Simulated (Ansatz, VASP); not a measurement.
# Cross-check of Si7Ge between VASP and Ansatz, part 2 of 3

One calculation is typed for both programs; each brings its own data sets. How far apart do they land? The cell is generated by rule, not measured, and may not be a known phase. The cell is taken from a series of runs on this material, whose earlier steps may have relaxed, scaled, displaced or heated it; both programs get it as it stands.

VASP 6.6.1 and Ansatz 0.2.0.

So far: The structure; Ansatz: zone-centre phonons, PBEsol.

## 3. VASP: zone-centre phonons, PBEsol

Level of this step: PBEsol; plane waves and PAW (Si, Ge_d); invented cell (VASP).

The same cell, functional and mesh now go to VASP, with its own data sets.

Lines of VASP's logs that name or quote its potential files are left out, and so is its time.

INCAR reads:

```
SYSTEM = Si7Ge
PREC = Accurate
ENCUT = 500
EDIFF = 1E-08
NELM = 120
ISMEAR = 0
SIGMA = 0.01
LREAL = .FALSE.
ALGO = Normal
GGA = PS
NBANDS = 29
LORBIT = 11
LWAVE = .FALSE.
LCHARG = .FALSE.
ISIF = 2
ISYM = 2
IBRION = 8
LASPH = .TRUE.
GGA_COMPAT = .FALSE.
EFERMI = MIDGAP
KPAR = 2
```

POSCAR reads:

```
Si7Ge
1.0
    5.4589576355      0.0000000000      0.0000000000
    0.0000000000      5.4589576355      0.0000000000
    0.0000000000      0.0000000000      5.4589576355
Si Ge
7 1
Direct
    0.5000000000      0.5000000000      0.0000000000
    0.5000000000      0.0000000000      0.5000000000
    0.0000000000      0.5000000000      0.5000000000
    0.2525939509      0.2525939509      0.2525939509
    0.7474060491      0.7474060491      0.2525939509
    0.7474060491      0.2525939509      0.7474060491
    0.2525939509      0.7474060491      0.7474060491
    0.0000000000      0.0000000000      0.0000000000
```

KPOINTS reads:

```
Points of the shifted mesh
216
Reciprocal
 0.0833333333  0.0833333333  0.0833333333 1
 0.0833333333  0.0833333333  0.2500000000 1
 0.0833333333  0.0833333333  0.4166666667 1
 0.0833333333  0.0833333333  0.5833333333 1
 0.0833333333  0.0833333333  0.7500000000 1
 0.0833333333  0.0833333333  0.9166666667 1
 0.0833333333  0.2500000000  0.0833333333 1
 0.0833333333  0.2500000000  0.2500000000 1
 0.0833333333  0.2500000000  0.4166666667 1
 0.0833333333  0.2500000000  0.5833333333 1
 0.0833333333  0.2500000000  0.7500000000 1
 0.0833333333  0.2500000000  0.9166666667 1
 0.0833333333  0.4166666667  0.0833333333 1
 0.0833333333  0.4166666667  0.2500000000 1
 0.0833333333  0.4166666667  0.4166666667 1
 0.0833333333  0.4166666667  0.5833333333 1
 0.0833333333  0.4166666667  0.7500000000 1
 0.0833333333  0.4166666667  0.9166666667 1
 0.0833333333  0.5833333333  0.0833333333 1
 0.0833333333  0.5833333333  0.2500000000 1
 0.0833333333  0.5833333333  0.4166666667 1
 0.0833333333  0.5833333333  0.5833333333 1
 0.0833333333  0.5833333333  0.7500000000 1
 0.0833333333  0.5833333333  0.9166666667 1
 0.0833333333  0.7500000000  0.0833333333 1
 0.0833333333  0.7500000000  0.2500000000 1
 0.0833333333  0.7500000000  0.4166666667 1
 0.0833333333  0.7500000000  0.5833333333 1
 0.0833333333  0.7500000000  0.7500000000 1
 0.0833333333  0.7500000000  0.9166666667 1
 0.0833333333  0.9166666667  0.0833333333 1
 0.0833333333  0.9166666667  0.2500000000 1
 0.0833333333  0.9166666667  0.4166666667 1
 0.0833333333  0.9166666667  0.5833333333 1
 0.0833333333  0.9166666667  0.7500000000 1
 0.0833333333  0.9166666667  0.9166666667 1
 0.2500000000  0.0833333333  0.0833333333 1
 0.2500000000  0.0833333333  0.2500000000 1
 0.2500000000  0.0833333333  0.4166666667 1
 0.2500000000  0.0833333333  0.5833333333 1
 0.2500000000  0.0833333333  0.7500000000 1
 0.2500000000  0.0833333333  0.9166666667 1
 0.2500000000  0.2500000000  0.0833333333 1
 0.2500000000  0.2500000000  0.2500000000 1
 0.2500000000  0.2500000000  0.4166666667 1
 0.2500000000  0.2500000000  0.5833333333 1
 0.2500000000  0.2500000000  0.7500000000 1
 0.2500000000  0.2500000000  0.9166666667 1
 0.2500000000  0.4166666667  0.0833333333 1
 0.2500000000  0.4166666667  0.2500000000 1
 0.2500000000  0.4166666667  0.4166666667 1
 0.2500000000  0.4166666667  0.5833333333 1
 0.2500000000  0.4166666667  0.7500000000 1
 0.2500000000  0.4166666667  0.9166666667 1
 0.2500000000  0.5833333333  0.0833333333 1
 0.2500000000  0.5833333333  0.2500000000 1
 0.2500000000  0.5833333333  0.4166666667 1
 0.2500000000  0.5833333333  0.5833333333 1
 0.2500000000  0.5833333333  0.7500000000 1
 0.2500000000  0.5833333333  0.9166666667 1
 0.2500000000  0.7500000000  0.0833333333 1
 0.2500000000  0.7500000000  0.2500000000 1
 0.2500000000  0.7500000000  0.4166666667 1
 0.2500000000  0.7500000000  0.5833333333 1
 0.2500000000  0.7500000000  0.7500000000 1
 0.2500000000  0.7500000000  0.9166666667 1
 0.2500000000  0.9166666667  0.0833333333 1
 0.2500000000  0.9166666667  0.2500000000 1
 0.2500000000  0.9166666667  0.4166666667 1
 0.2500000000  0.9166666667  0.5833333333 1
 0.2500000000  0.9166666667  0.7500000000 1
 0.2500000000  0.9166666667  0.9166666667 1
 0.4166666667  0.0833333333  0.0833333333 1
 0.4166666667  0.0833333333  0.2500000000 1
 0.4166666667  0.0833333333  0.4166666667 1
 0.4166666667  0.0833333333  0.5833333333 1
 0.4166666667  0.0833333333  0.7500000000 1
 0.4166666667  0.0833333333  0.9166666667 1
 0.4166666667  0.2500000000  0.0833333333 1
 0.4166666667  0.2500000000  0.2500000000 1
 0.4166666667  0.2500000000  0.4166666667 1
 0.4166666667  0.2500000000  0.5833333333 1
 0.4166666667  0.2500000000  0.7500000000 1
 0.4166666667  0.2500000000  0.9166666667 1
 0.4166666667  0.4166666667  0.0833333333 1
 0.4166666667  0.4166666667  0.2500000000 1
 0.4166666667  0.4166666667  0.4166666667 1
 0.4166666667  0.4166666667  0.5833333333 1
 0.4166666667  0.4166666667  0.7500000000 1
 0.4166666667  0.4166666667  0.9166666667 1
 0.4166666667  0.5833333333  0.0833333333 1
 0.4166666667  0.5833333333  0.2500000000 1
 0.4166666667  0.5833333333  0.4166666667 1
 0.4166666667  0.5833333333  0.5833333333 1
 0.4166666667  0.5833333333  0.7500000000 1
 0.4166666667  0.5833333333  0.9166666667 1
 0.4166666667  0.7500000000  0.0833333333 1
 0.4166666667  0.7500000000  0.2500000000 1
 0.4166666667  0.7500000000  0.4166666667 1
 0.4166666667  0.7500000000  0.5833333333 1
 0.4166666667  0.7500000000  0.7500000000 1
 0.4166666667  0.7500000000  0.9166666667 1
 0.4166666667  0.9166666667  0.0833333333 1
 0.4166666667  0.9166666667  0.2500000000 1
 0.4166666667  0.9166666667  0.4166666667 1
 0.4166666667  0.9166666667  0.5833333333 1
 0.4166666667  0.9166666667  0.7500000000 1
 0.4166666667  0.9166666667  0.9166666667 1
 0.5833333333  0.0833333333  0.0833333333 1
 0.5833333333  0.0833333333  0.2500000000 1
 0.5833333333  0.0833333333  0.4166666667 1
 0.5833333333  0.0833333333  0.5833333333 1
 0.5833333333  0.0833333333  0.7500000000 1
 0.5833333333  0.0833333333  0.9166666667 1
 0.5833333333  0.2500000000  0.0833333333 1
 0.5833333333  0.2500000000  0.2500000000 1
 0.5833333333  0.2500000000  0.4166666667 1
 0.5833333333  0.2500000000  0.5833333333 1
 0.5833333333  0.2500000000  0.7500000000 1
 0.5833333333  0.2500000000  0.9166666667 1
 0.5833333333  0.4166666667  0.0833333333 1
 0.5833333333  0.4166666667  0.2500000000 1
 0.5833333333  0.4166666667  0.4166666667 1
 0.5833333333  0.4166666667  0.5833333333 1
 0.5833333333  0.4166666667  0.7500000000 1
 0.5833333333  0.4166666667  0.9166666667 1
 0.5833333333  0.5833333333  0.0833333333 1
 0.5833333333  0.5833333333  0.2500000000 1
 0.5833333333  0.5833333333  0.4166666667 1
 0.5833333333  0.5833333333  0.5833333333 1
 0.5833333333  0.5833333333  0.7500000000 1
 0.5833333333  0.5833333333  0.9166666667 1
 0.5833333333  0.7500000000  0.0833333333 1
 0.5833333333  0.7500000000  0.2500000000 1
 0.5833333333  0.7500000000  0.4166666667 1
 0.5833333333  0.7500000000  0.5833333333 1
 0.5833333333  0.7500000000  0.7500000000 1
 0.5833333333  0.7500000000  0.9166666667 1
 0.5833333333  0.9166666667  0.0833333333 1
 0.5833333333  0.9166666667  0.2500000000 1
 0.5833333333  0.9166666667  0.4166666667 1
 0.5833333333  0.9166666667  0.5833333333 1
 0.5833333333  0.9166666667  0.7500000000 1
 0.5833333333  0.9166666667  0.9166666667 1
 0.7500000000  0.0833333333  0.0833333333 1
 0.7500000000  0.0833333333  0.2500000000 1
 0.7500000000  0.0833333333  0.4166666667 1
 0.7500000000  0.0833333333  0.5833333333 1
 0.7500000000  0.0833333333  0.7500000000 1
 0.7500000000  0.0833333333  0.9166666667 1
 0.7500000000  0.2500000000  0.0833333333 1
 0.7500000000  0.2500000000  0.2500000000 1
 0.7500000000  0.2500000000  0.4166666667 1
 0.7500000000  0.2500000000  0.5833333333 1
 0.7500000000  0.2500000000  0.7500000000 1
 0.7500000000  0.2500000000  0.9166666667 1
 0.7500000000  0.4166666667  0.0833333333 1
 0.7500000000  0.4166666667  0.2500000000 1
 0.7500000000  0.4166666667  0.4166666667 1
 0.7500000000  0.4166666667  0.5833333333 1
 0.7500000000  0.4166666667  0.7500000000 1
 0.7500000000  0.4166666667  0.9166666667 1
 0.7500000000  0.5833333333  0.0833333333 1
 0.7500000000  0.5833333333  0.2500000000 1
 0.7500000000  0.5833333333  0.4166666667 1
 0.7500000000  0.5833333333  0.5833333333 1
 0.7500000000  0.5833333333  0.7500000000 1
 0.7500000000  0.5833333333  0.9166666667 1
 0.7500000000  0.7500000000  0.0833333333 1
 0.7500000000  0.7500000000  0.2500000000 1
 0.7500000000  0.7500000000  0.4166666667 1
 0.7500000000  0.7500000000  0.5833333333 1
 0.7500000000  0.7500000000  0.7500000000 1
 0.7500000000  0.7500000000  0.9166666667 1
 0.7500000000  0.9166666667  0.0833333333 1
 0.7500000000  0.9166666667  0.2500000000 1
 0.7500000000  0.9166666667  0.4166666667 1
 0.7500000000  0.9166666667  0.5833333333 1
 0.7500000000  0.9166666667  0.7500000000 1
 0.7500000000  0.9166666667  0.9166666667 1
 0.9166666667  0.0833333333  0.0833333333 1
 0.9166666667  0.0833333333  0.2500000000 1
 0.9166666667  0.0833333333  0.4166666667 1
 0.9166666667  0.0833333333  0.5833333333 1
 0.9166666667  0.0833333333  0.7500000000 1
 0.9166666667  0.0833333333  0.9166666667 1
 0.9166666667  0.2500000000  0.0833333333 1
 0.9166666667  0.2500000000  0.2500000000 1
 0.9166666667  0.2500000000  0.4166666667 1
 0.9166666667  0.2500000000  0.5833333333 1
 0.9166666667  0.2500000000  0.7500000000 1
 0.9166666667  0.2500000000  0.9166666667 1
 0.9166666667  0.4166666667  0.0833333333 1
 0.9166666667  0.4166666667  0.2500000000 1
 0.9166666667  0.4166666667  0.4166666667 1
 0.9166666667  0.4166666667  0.5833333333 1
 0.9166666667  0.4166666667  0.7500000000 1
 0.9166666667  0.4166666667  0.9166666667 1
 0.9166666667  0.5833333333  0.0833333333 1
 0.9166666667  0.5833333333  0.2500000000 1
 0.9166666667  0.5833333333  0.4166666667 1
 0.9166666667  0.5833333333  0.5833333333 1
 0.9166666667  0.5833333333  0.7500000000 1
 0.9166666667  0.5833333333  0.9166666667 1
 0.9166666667  0.7500000000  0.0833333333 1
 0.9166666667  0.7500000000  0.2500000000 1
 0.9166666667  0.7500000000  0.4166666667 1
 0.9166666667  0.7500000000  0.5833333333 1
 0.9166666667  0.7500000000  0.7500000000 1
 0.9166666667  0.7500000000  0.9166666667 1
 0.9166666667  0.9166666667  0.0833333333 1
 0.9166666667  0.9166666667  0.2500000000 1
 0.9166666667  0.9166666667  0.4166666667 1
 0.9166666667  0.9166666667  0.5833333333 1
 0.9166666667  0.9166666667  0.7500000000 1
 0.9166666667  0.9166666667  0.9166666667 1
```

The projector-augmented-wave data sets are Si and Ge_d (PBE family, release 64).

On the command line:

```
> mpirun -np 2 vasp_std
```

Log:

```text
[banner, memory and clock lines left out]
running    2 mpi-ranks, on    1 nodes
 distrk:  each k-point on    1 cores,    2 groups
 distr:  one band on    1 cores,    1 groups

 POSCAR found type information on POSCAR SiGe
 POSCAR found :  2 types and       8 ions
|                                                                             |
|               ----> ADVICE to this user running VASP <----                  |
|                                                                             |
|     You enforced a specific xc type in the INCAR file but a different       |
|     [... a line on the potential file left out ...]
|     I HOPE YOU KNOW WHAT YOU ARE DOING!                                     |
|                                                                             |

 LDA part: xc-table for (Slater+PW92), standard interpolation
 POSCAR, INCAR and KPOINTS ok, starting setup
 FFT: planning ... GRIDC
 FFT: planning ... GRID_SOFT
 FFT: planning ... GRID
 WAVECAR not read
 entering main loop
       N       E                     dE             d eps       ncg     rms          rms(c)
DAV:   1     0.223780706847E+03    0.22378E+03   -0.17274E+04 15756   0.178E+03
DAV:   2    -0.127438252492E+02   -0.23652E+03   -0.22502E+03 13809   0.473E+02
DAV:   3    -0.445745316207E+02   -0.31831E+02   -0.31165E+02 15060   0.106E+02
DAV:   4    -0.459480303669E+02   -0.13735E+01   -0.13693E+01 16630   0.244E+01
DAV:   5    -0.459809729300E+02   -0.32943E-01   -0.32933E-01 16677   0.386E+00    0.953E+00
DAV:   6    -0.453941861616E+02    0.58679E+00   -0.29019E-01 14891   0.259E+00    0.569E+00
DAV:   7    -0.451258539390E+02    0.26833E+00   -0.54437E-01 14716   0.318E+00    0.350E-01
DAV:   8    -0.451283196859E+02   -0.24657E-02   -0.37152E-02 16078   0.156E+00    0.158E-01
DAV:   9    -0.451287243610E+02   -0.40468E-03   -0.19704E-03 16565   0.359E-01    0.111E-01
DAV:  10    -0.451288149186E+02   -0.90558E-04   -0.26370E-04 14829   0.852E-02    0.461E-02
DAV:  11    -0.451288372262E+02   -0.22308E-04   -0.46299E-05 15472   0.445E-02    0.480E-03
DAV:  12    -0.451288375852E+02   -0.35902E-06   -0.21642E-06 16586   0.111E-02    0.326E-03
DAV:  13    -0.451288375873E+02   -0.21123E-08   -0.28560E-07 15484   0.389E-03    0.186E-03
DAV:  14    -0.451288375430E+02    0.44371E-07   -0.16208E-08 11501   0.109E-03    0.227E-04
DAV:  15    -0.451288375395E+02    0.34497E-08   -0.58614E-09  9388   0.705E-04
   1 F= -.45128838E+02 E0= -.45128838E+02  d E =0.000000E+00
 Linear response reoptimize wavefunctions to high precision
DAV:   1    -0.451288375347E+02    0.47812E-08   -0.12976E-09  9573   0.316E-04
DAV:   2    -0.451288375348E+02   -0.51841E-10   -0.32941E-10  8889   0.162E-04
 Linear response DOF=           4
 Linear response progress:
  Degree of freedom:   1/  4
       N       E                     dE             d eps       ncg     rms          rms(c)
RMM:   1    -0.269815967170E-01   -0.26982E-01    0.81149E-03 31289   0.699E-01
RMM:   2    -0.213819063964E-01    0.55997E-02   -0.25655E-03 24767   0.209E-01    0.991E-02
RMM:   3    -0.213474992603E-01    0.34407E-04   -0.27401E-04 24979   0.528E-02    0.554E-02
RMM:   4    -0.214102242838E-01   -0.62725E-04   -0.12703E-04 26426   0.301E-02    0.137E-02
RMM:   5    -0.213920137513E-01    0.18211E-04   -0.89609E-06 26036   0.105E-02    0.276E-03
RMM:   6    -0.213967525923E-01   -0.47388E-05   -0.53002E-07 25864   0.228E-03    0.159E-03
RMM:   7    -0.213958313963E-01    0.92120E-06    0.23285E-08 26616   0.957E-04    0.342E-04
RMM:   8    -0.213958161663E-01    0.15230E-07    0.23239E-08 26415   0.317E-04    0.180E-04
RMM:   9    -0.213960795820E-01   -0.26342E-06    0.15106E-08 27147   0.166E-04    0.298E-05
RMM:  10    -0.213960552872E-01    0.24295E-07   -0.95992E-09 28430   0.101E-04    0.964E-06
RMM:  11    -0.213960439127E-01    0.11375E-07   -0.58980E-08 28711   0.815E-05    0.363E-06
RMM:  12    -0.213960410425E-01    0.28702E-08   -0.61932E-08 27751   0.761E-05    0.947E-07
 first order change of Fermi-energy   0.16988E-03
 force on displaced ion       1 direction 1 : -13.224   0.000   0.000
 Linear response progress:
  Degree of freedom:   2/  4
       N       E                     dE             d eps       ncg     rms          rms(c)
RMM:   1    -0.271520833602E-01   -0.27152E-01    0.96645E-03 31091   0.703E-01
RMM:   2    -0.214732776633E-01    0.56788E-02   -0.26484E-03 24890   0.211E-01    0.100E-01
RMM:   3    -0.214430679021E-01    0.30210E-04   -0.25320E-04 26040   0.560E-02    0.561E-02
RMM:   4    -0.215115916076E-01   -0.68524E-04   -0.12173E-04 25857   0.331E-02    0.139E-02
RMM:   5    -0.214958913234E-01    0.15700E-04   -0.89031E-06 25311   0.112E-02    0.285E-03
RMM:   6    -0.215002524755E-01   -0.43612E-05   -0.57794E-07 25956   0.247E-03    0.166E-03
RMM:   7    -0.214986406304E-01    0.16118E-05   -0.19427E-07 26214   0.105E-03    0.368E-04
RMM:   8    -0.214988855230E-01   -0.24489E-06   -0.11894E-07 26148   0.370E-04    0.202E-04
RMM:   9    -0.214991242521E-01   -0.23873E-06   -0.11537E-07 27057   0.181E-04    0.294E-05
RMM:  10    -0.214990933438E-01    0.30908E-07   -0.44186E-08 27737   0.103E-04    0.119E-05
RMM:  11    -0.214990793013E-01    0.14043E-07   -0.12656E-07 28578   0.823E-05    0.384E-06
RMM:  12    -0.214990843884E-01   -0.50872E-08   -0.12964E-07 28703   0.756E-05    0.104E-06
RMM:  13    -0.214990805712E-01    0.38173E-08   -0.13852E-07 26527   0.734E-05    0.432E-07
RMM:  14    -0.214990827547E-01   -0.21835E-08   -0.12632E-07 23735   0.727E-05    0.114E-07
RMM:  15    -0.214990834833E-01   -0.72864E-09   -0.13546E-07 22531   0.726E-05    0.374E-08
 first order change of Fermi-energy  -0.75034E-06
 force on displaced ion       1 direction 3 :   0.000   0.000 -13.590
 Linear response progress:
  Degree of freedom:   3/  4
       N       E                     dE             d eps       ncg     rms          rms(c)
RMM:   1    -0.266137199681E-01   -0.26614E-01    0.90460E-03 30418   0.827E-01
RMM:   2    -0.212581783150E-01    0.53555E-02   -0.26594E-03 23897   0.250E-01    0.950E-02
RMM:   3    -0.212334270538E-01    0.24751E-04   -0.23099E-04 25133   0.687E-02    0.538E-02
RMM:   4    -0.212931360168E-01   -0.59709E-04   -0.11298E-04 26124   0.374E-02    0.123E-02
RMM:   5    -0.212756351697E-01    0.17501E-04   -0.76990E-06 26371   0.112E-02    0.265E-03
RMM:   6    -0.212796077620E-01   -0.39726E-05   -0.27503E-07 25448   0.260E-03    0.157E-03
RMM:   7    -0.212788609811E-01    0.74678E-06    0.74656E-08 26425   0.106E-03    0.306E-04
RMM:   8    -0.212789574146E-01   -0.96434E-07   -0.10493E-07 25945   0.386E-04    0.162E-04
RMM:   9    -0.212791454415E-01   -0.18803E-06   -0.12183E-07 27427   0.194E-04    0.284E-05
RMM:  10    -0.212791207532E-01    0.24688E-07   -0.11172E-07 28310   0.106E-04    0.958E-06
RMM:  11    -0.212791115305E-01    0.92227E-08   -0.16989E-07 28742   0.847E-05    0.352E-06
RMM:  12    -0.212791098552E-01    0.16753E-08   -0.16400E-07 28506   0.786E-05    0.911E-07
RMM:  13    -0.212791136548E-01   -0.37995E-08   -0.17454E-07 27974   0.764E-05    0.385E-07
RMM:  14    -0.212791094814E-01    0.41733E-08   -0.75027E-08 24893   0.757E-05    0.104E-07
 first order change of Fermi-energy  -0.31042E+00
 force on displaced ion       4 direction 1 : -13.246   0.130   0.130
 Linear response progress:
  Degree of freedom:   4/  4
       N       E                     dE             d eps       ncg     rms          rms(c)
RMM:   1    -0.192018685158E+00   -0.19202E+00    0.87978E+00 13608   0.596E+01
RMM:   2    -0.199512713119E+00   -0.74940E-02   -0.18461E-02 24044   0.666E-01    0.910E-02
RMM:   3    -0.199651542316E+00   -0.13883E-03   -0.75906E-04 25979   0.158E-01    0.529E-02
RMM:   4    -0.199666479615E+00   -0.14937E-04   -0.10892E-04 26535   0.518E-02    0.882E-03
RMM:   5    -0.199659552214E+00    0.69274E-05   -0.84078E-06 26499   0.164E-02    0.369E-03
RMM:   6    -0.199658917554E+00    0.63466E-06   -0.12321E-06 26936   0.586E-03    0.116E-03
RMM:   7    -0.199660413952E+00   -0.14964E-05   -0.26452E-07 26450   0.207E-03    0.261E-04
RMM:   8    -0.199660383305E+00    0.30647E-07    0.16253E-08 27676   0.880E-04    0.750E-05
RMM:   9    -0.199660318818E+00    0.64487E-07   -0.94369E-09 27998   0.438E-04    0.329E-05
RMM:  10    -0.199660292510E+00    0.26308E-07    0.13294E-07 29233   0.275E-04    0.211E-05
RMM:  11    -0.199660314505E+00   -0.21995E-07    0.42417E-08 28841   0.204E-04    0.450E-06
RMM:  12    -0.199660324998E+00   -0.10493E-07    0.16346E-07 30324   0.171E-04    0.272E-06
RMM:  13    -0.199660341371E+00   -0.16374E-07    0.18071E-07 29957   0.156E-04    0.989E-07
RMM:  14    -0.199660343488E+00   -0.21167E-08    0.16833E-07 30854   0.148E-04    0.468E-07
RMM:  15    -0.199660346341E+00   -0.28527E-08    0.17564E-07 28959   0.144E-04    0.196E-07
RMM:  16    -0.199660344167E+00    0.21736E-08    0.22171E-07 27237   0.142E-04    0.975E-08
 first order change of Fermi-energy   0.16454E-03
 force on displaced ion       8 direction 1 : -12.603   0.000   0.000
 Linear response finished
```

(Part 2 of 3 ends here.)

[Lines on the potential files, build, host, timing and source positions are cut from VASP's logs without a mark.]

[Logs are printed without paths, hosts, clocks, repeated set-up lines and the standing remarks that a program may print on its own settings, such as how far it seeks lower states.]

[Hosts, paths, dates, database ids (printed as entryN), source tags and the programs' standing remarks are cut or masked in the printed files.]
